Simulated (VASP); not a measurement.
A run of VASP 6.6.1 is set up as follows.

File POSCAR:

```
Au
1.0
    1.4113099650     -2.5559330250      0.0000000000
    1.4113099650      2.5559330250      0.0000000000
    0.0000000000      0.0000000000      4.8931696100
Au
2
Direct
    0.6653279700      0.3346720300      0.2500000000
    0.3346720300      0.6653279700      0.7500000000
```

INCAR.step1

```
SYSTEM = Au
ALGO = Normal
EDIFF = 1E-4
ENCUT = 520
GGA = PE
ISMEAR = 0
LASPH = .TRUE.
LCHARG = .FALSE.
LREAL = .FALSE.
LWAVE = .TRUE.
NBANDS = 18
NELM = 80
PREC = Accurate
SIGMA = 0.1
```

Contents of INCAR.step2:

```
SYSTEM = Au
ALGO = Normal
EDIFF = 1E-6
ENCUT = 520
ISIF = 2
ISMEAR = 0
ISTART = 1
LASPH = .TRUE.
LCHARG = .FALSE.
LMIXTAU = .TRUE.
LREAL = .FALSE.
LWAVE = .FALSE.
METAGGA = R2SCAN
NBANDS = 18
NELM = 80
PREC = Accurate
SIGMA = 0.1
```

The input KPOINTS:

```
k-points
0
G
  8 8 4
  0 0 0
```

Potentials or basis: VASP PAW PBE potentials, release 64 (Au).

Command:

```sh
$ cat potpaw_PBE.64/Au/POTCAR > POTCAR
$ cp INCAR.step1 INCAR
$ mpirun -np 1 vasp_std > vasp.out
$ cp INCAR.step2 INCAR
$ mpirun -np 1 vasp_std > vasp.out
```

Q: Predict the largest force.

A: 0.009 eV/Å.

Q: Estimate the band gap on the k mesh.

A: None (metal or under the smearing width).

Forces in eV/Å, atoms in the order of the input:
```
Au   0.000  0.009  0.000
Au   0.000 -0.009  0.000
```

Caveat: the PAW data sets were made with another functional, which shifts forces and pressure a little. The run has no spin-orbit coupling, so splittings on Au are missing.
